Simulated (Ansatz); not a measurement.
Crystal: PbSe.

```
CELL_PARAMETERS angstrom
3.78432 0.00000 0.00000
0.00000 3.78432 0.00000
0.00000 0.00000 3.78432
ATOMIC_POSITIONS crystal
Pb 0.00000 0.00000 0.00000
Se 0.50000 0.50000 0.50000
```

Measurements of this composition are mostly on another form, of space group No. 225.

Base run:

```yaml
Program: Ansatz 0.2.0
Functional: PBEsol
Potentials_or_basis: Ansatz PAW
Cutoff: "420 eV (not typed: the program's choice for these potentials)"
k_mesh: 7 × 7 × 7
Occupations: fermi-dirac, width 0.05 eV
Spin: no spin polarisation
```

Its results: band gap on the k mesh none (metal or under the smearing width); pressure -3.3 GPa.

Problem. The run is repeated on the same cell with these changes: functional from PBEsol to PBE. What comes out?

Solution. Band gap on the k mesh none (metal or under the smearing width); pressure -0.2 GPa.

PBE binds less tightly than PBEsol, so the same cell stands under more pressure.

Caveats: spin-orbit coupling is left out, which moves the levels of the heavy elements; the PAW data sets come from PBE, with cores solved anew for the run's functional, which leaves a small shift of forces and pressure (some runs).
